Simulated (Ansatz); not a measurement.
# In: what relativity and spin–orbit coupling change

```
In
1.0
    -1.69471    1.69471    2.29737
     1.69471   -1.69471    2.29737
     1.69471    1.69471   -2.29737
In
1
Direct
  0.00000 0.00000 0.00000
```

The cell is the one relaxed in the Materials Project (mp-85), not relaxed further here; entries there can be hypothetical.

One fixed cell is solved with PBE by PAW with the default files in Ansatz 0.2.0 under different relativistic treatments. Pressure is positive in compression.

The runs use a Γ-centred 17×17×17 k mesh, Fermi–Dirac smearing of 0.03 eV, cutoff 420 eV, no spin polarisation.

```tsv
setting	P (GPa)	lowest level at Γ above −25 eV, from the valence-band top or, without a gap, the Fermi level (eV)
scalar-relativistic	?	?
with spin–orbit coupling	1.53	-15.09
```

Q: Give the missing entry: row "scalar-relativistic", column "P (GPa)".

A: 1.58.

Q: What belongs in the row "scalar-relativistic", column "lowest level at Γ above −25 eV, from the valence-band top or, without a gap, the Fermi level (eV)"?

A: -14.67.
